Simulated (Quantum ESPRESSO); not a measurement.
# TiAl (Pm-3m) in Quantum ESPRESSO: settings compared, part 2 of 2

Quantum ESPRESSO 7.5. The steps go on from the part before.

### Step 3. Band structure, PBE+D3(BJ)

pw.in

```
&CONTROL
  calculation = 'scf'
  prefix = 'pwscf'
  outdir = './tmp'
  pseudo_dir = './pseudo'
  tprnfor = .true.
  tstress = .true.
  disk_io = 'low'
/
&SYSTEM
  ibrav = 0
  nat = 2
  ntyp = 2
  ecutwfc = 84
  nbnd = 13
  occupations = 'smearing'
  smearing = 'fd'
  degauss = 0.00734986
  vdw_corr = 'grimme-d3'
  dftd3_version = 4
/
&ELECTRONS
  conv_thr = 4d-10
  electron_maxstep = 120
  mixing_beta = 0.5
/
ATOMIC_SPECIES
Ti    47.8670 Ti.upf
Al    26.9815 Al.upf
CELL_PARAMETERS angstrom
   3.1790640000    0.0000000000    0.0000000000
   0.0000000000    3.1790640000    0.0000000000
   0.0000000000    0.0000000000    3.1790640000
ATOMIC_POSITIONS crystal
Ti     0.0000000000    0.0000000000    0.0000000000
Al     0.5000000000    0.5000000000    0.5000000000
K_POINTS automatic
8 8 8 0 0 0
```

bands.in

```
&CONTROL
  calculation = 'bands'
  prefix = 'pwscf'
  outdir = './tmp'
  pseudo_dir = './pseudo'
  disk_io = 'low'
  verbosity = 'high'
/
&SYSTEM
  ibrav = 0
  nat = 2
  ntyp = 2
  ecutwfc = 84
  nbnd = 13
  occupations = 'smearing'
  smearing = 'fd'
  degauss = 0.00734986
  vdw_corr = 'grimme-d3'
  dftd3_version = 4
/
&ELECTRONS
  conv_thr = 1d-08
  electron_maxstep = 120
  mixing_beta = 0.5
  diago_full_acc = .true.
/
ATOMIC_SPECIES
Ti    47.8670 Ti.upf
Al    26.9815 Al.upf
CELL_PARAMETERS angstrom
   3.1790640000    0.0000000000    0.0000000000
   0.0000000000    3.1790640000    0.0000000000
   0.0000000000    0.0000000000    3.1790640000
ATOMIC_POSITIONS crystal
Ti     0.0000000000    0.0000000000    0.0000000000
Al     0.5000000000    0.5000000000    0.5000000000
K_POINTS crystal
60
 0.0000000000  0.0000000000  0.0000000000 1
 0.0000000000  0.0714285714  0.0000000000 1
 0.0000000000  0.1428571429  0.0000000000 1
 0.0000000000  0.2142857143  0.0000000000 1
 0.0000000000  0.2857142857  0.0000000000 1
 0.0000000000  0.3571428571  0.0000000000 1
 0.0000000000  0.4285714286  0.0000000000 1
 0.0000000000  0.5000000000  0.0000000000 1
 0.0714285714  0.5000000000  0.0000000000 1
 0.1428571429  0.5000000000  0.0000000000 1
 0.2142857143  0.5000000000  0.0000000000 1
 0.2857142857  0.5000000000  0.0000000000 1
 0.3571428571  0.5000000000  0.0000000000 1
 0.4285714286  0.5000000000  0.0000000000 1
 0.5000000000  0.5000000000  0.0000000000 1
 0.4545454545  0.4545454545  0.0000000000 1
 0.4090909091  0.4090909091  0.0000000000 1
 0.3636363636  0.3636363636  0.0000000000 1
 0.3181818182  0.3181818182  0.0000000000 1
 0.2727272727  0.2727272727  0.0000000000 1
 0.2272727273  0.2272727273  0.0000000000 1
 0.1818181818  0.1818181818  0.0000000000 1
 0.1363636364  0.1363636364  0.0000000000 1
 0.0909090909  0.0909090909  0.0000000000 1
 0.0454545455  0.0454545455  0.0000000000 1
 0.0000000000  0.0000000000  0.0000000000 1
 0.0357142857  0.0357142857  0.0357142857 1
 0.0714285714  0.0714285714  0.0714285714 1
 0.1071428571  0.1071428571  0.1071428571 1
 0.1428571429  0.1428571429  0.1428571429 1
 0.1785714286  0.1785714286  0.1785714286 1
 0.2142857143  0.2142857143  0.2142857143 1
 0.2500000000  0.2500000000  0.2500000000 1
 0.2857142857  0.2857142857  0.2857142857 1
 0.3214285714  0.3214285714  0.3214285714 1
 0.3571428571  0.3571428571  0.3571428571 1
 0.3928571429  0.3928571429  0.3928571429 1
 0.4285714286  0.4285714286  0.4285714286 1
 0.4642857143  0.4642857143  0.4642857143 1
 0.5000000000  0.5000000000  0.5000000000 1
 0.4545454545  0.5000000000  0.4545454545 1
 0.4090909091  0.5000000000  0.4090909091 1
 0.3636363636  0.5000000000  0.3636363636 1
 0.3181818182  0.5000000000  0.3181818182 1
 0.2727272727  0.5000000000  0.2727272727 1
 0.2272727273  0.5000000000  0.2272727273 1
 0.1818181818  0.5000000000  0.1818181818 1
 0.1363636364  0.5000000000  0.1363636364 1
 0.0909090909  0.5000000000  0.0909090909 1
 0.0454545455  0.5000000000  0.0454545455 1
 0.0000000000  0.5000000000  0.0000000000 1
 0.5000000000  0.5000000000  0.0000000000 1
 0.5000000000  0.5000000000  0.0625000000 1
 0.5000000000  0.5000000000  0.1250000000 1
 0.5000000000  0.5000000000  0.1875000000 1
 0.5000000000  0.5000000000  0.2500000000 1
 0.5000000000  0.5000000000  0.3125000000 1
 0.5000000000  0.5000000000  0.3750000000 1
 0.5000000000  0.5000000000  0.4375000000 1
 0.5000000000  0.5000000000  0.5000000000 1
```

Potentials or basis: PseudoDojo 0.4 SR PBE stringent.

The run is started by

```bash
$ OMP_NUM_THREADS=1 pw.x -in pw.in > pw.out
$ OMP_NUM_THREADS=1 pw.x -in bands.in > bands.out
```

It took 30 s on 1 thread of Arm Neoverse V2, shared host; peak memory 0.09 GiB.

It converged, with:

```yaml
Free_energy: -1679.6624 eV
Pressure: -3.3 GPa
Band_gap_on_the_k_mesh: none (metal or under the smearing width)
```

Levels at the corners of the path, in eV from the Fermi level:
```tsv
point	band 5	band 6	band 7	band 8	band 9	band 10
Γ	-9.28	-1.44	-1.44	1.81	1.81	1.81
X	-6.04	-5.20	-0.55	0.15	0.15	2.01
M	-5.02	-2.12	-2.12	-1.46	0.71	0.71
Γ	-9.28	-1.44	-1.44	1.81	1.81	1.81
R	-3.10	-3.10	-3.10	0.63	2.81	2.81
X	-6.04	-5.20	-0.55	0.15	0.15	2.01
M	-5.02	-2.12	-2.12	-1.46	0.71	0.71
R	-3.10	-3.10	-3.10	0.63	2.81	2.81
```

Caveat: pairwise dispersion overbinds metals, which lowers pressure and volume.

### Step 4. Density of states, PBEsol

pw.in, as its differences from that of step 3:

```diff
@@ -13,9 +13,8 @@
   ntyp = 2
-  ecutwfc = 84
+  ecutwfc = 45
+  ecutrho = 360
   nbnd = 13
   occupations = 'smearing'
-  smearing = 'fd'
-  degauss = 0.00734986
-  vdw_corr = 'grimme-d3'
-  dftd3_version = 4
+  smearing = 'mv'
+  degauss = 0.00367493
 /
@@ -27,4 +26,4 @@
 ATOMIC_SPECIES
-Ti    47.8670 Ti.upf
-Al    26.9815 Al.upf
+Ti    47.8670 ti_pbesol_v1.4.uspp.F.UPF
+Al    26.9815 al_pbesol_v1.uspp.F.UPF
 CELL_PARAMETERS angstrom
```

nscf.in

```
&CONTROL
  calculation = 'nscf'
  prefix = 'pwscf'
  outdir = './tmp'
  pseudo_dir = './pseudo'
  disk_io = 'low'
/
&SYSTEM
  ibrav = 0
  nat = 2
  ntyp = 2
  ecutwfc = 45
  ecutrho = 360
  nbnd = 13
  occupations = 'tetrahedra_opt'
/
&ELECTRONS
  conv_thr = 1d-08
  electron_maxstep = 120
  mixing_beta = 0.5
/
ATOMIC_SPECIES
Ti    47.8670 ti_pbesol_v1.4.uspp.F.UPF
Al    26.9815 al_pbesol_v1.uspp.F.UPF
CELL_PARAMETERS angstrom
   3.1790640000    0.0000000000    0.0000000000
   0.0000000000    3.1790640000    0.0000000000
   0.0000000000    0.0000000000    3.1790640000
ATOMIC_POSITIONS crystal
Ti     0.0000000000    0.0000000000    0.0000000000
Al     0.5000000000    0.5000000000    0.5000000000
K_POINTS automatic
12 12 12 0 0 0
```

dos.in

```
&DOS
  prefix = 'pwscf'
  outdir = './tmp'
  fildos = 'dos.dat'
  Emin = -4
  Emax = 21
  DeltaE = 0.05
/
```

Potentials or basis: GBRV 1.5 PBEsol.

The run is started by

```bash
$ OMP_NUM_THREADS=1 pw.x -in pw.in > pw.out
$ OMP_NUM_THREADS=1 pw.x -in nscf.in > nscf.out
$ OMP_NUM_THREADS=1 dos.x -in dos.in > dos.out
```

It took 18 s on 1 thread of Arm Neoverse V2, shared host; peak memory 0.13 GiB.

The run converged. Its results:

| Item | Value |
| --- | --- |
| Free energy | -1712.2556 eV |
| Pressure | -2.6 GPa |
| Band gap on the k mesh | none (metal or under the smearing width) |

Levels at points of the mesh, in eV from the Fermi level:
```csv
k point,band 4,band 5,band 6,band 7,band 8,band 9,band 10,band 11
"(0.00, 0.00, 0.00)",-32.95,-9.29,-1.42,-1.42,1.80,1.80,1.80,4.38
"(0.00, 0.00, -0.50)",-32.93,-6.04,-5.21,-0.54,0.13,0.13,2.01,3.02
"(0.00, -0.50, -0.50)",-32.91,-5.03,-2.11,-2.11,-1.46,0.71,0.71,2.77
"(-0.50, -0.50, -0.50)",-33.07,-3.12,-3.12,-3.12,0.59,2.84,2.84,2.93
```

States per cell in windows of 0.5 eV (zero at the Fermi level; states under -8 eV left out):
| from (eV) | total |
| --- | --- |
| -8.0 | 0.14 |
| -7.5 | 0.17 |
| -7.0 | 0.21 |
| -6.5 | 0.29 |
| -6.0 | 0.34 |
| -5.5 | 0.34 |
| -5.0 | 0.24 |
| -4.5 | 0.22 |
| -4.0 | 0.26 |
| -3.5 | 0.40 |
| -3.0 | 0.83 |
| -2.5 | 0.63 |
| -2.0 | 0.74 |
| -1.5 | 0.67 |
| -1.0 | 0.46 |
| -0.5 | 0.90 |
| 0.0 | 1.42 |
| 0.5 | 1.84 |
| 1.0 | 1.08 |
| 1.5 | 0.58 |
| 2.0 | 0.09 |
| 2.5 | 1.00 |
| 3.0 | 0.84 |
| 3.5 | 0.36 |
| 4.0 | 0.41 |
| 4.5 | 0.89 |
| 5.0 | 0.65 |
| 5.5 | 0.57 |
| 6.0 | 0.53 |
| 6.5 | 0.35 |
| 7.0 | 0.22 |
| 7.5 | 0.08 |

### Step 5. Summary

```csv
task,level,potentials or basis,cutoff (eV),smearing,dos occupations,gap on the mesh (eV),pressure (GPa)
equation of state,PBE,PseudoDojo 0.4 SR PBE stringent,1143,methfessel-paxton 0.2 eV,-,-,-
band structure,PBE+D3(BJ),PseudoDojo 0.4 SR PBE stringent,1143,fermi-dirac 0.1 eV,-,none,-3.3
density of states,PBEsol,GBRV 1.5 PBEsol,612,cold 0.05 eV,tetrahedra_opt,none,-2.6
```

Alike in all rows: no spin polarisation; cell as given; k mesh 8 × 8 × 8.

Caveats: pairwise dispersion overbinds metals, which lowers pressure and volume (some runs).

Absolute energies hang on the potentials; compare differences alone.
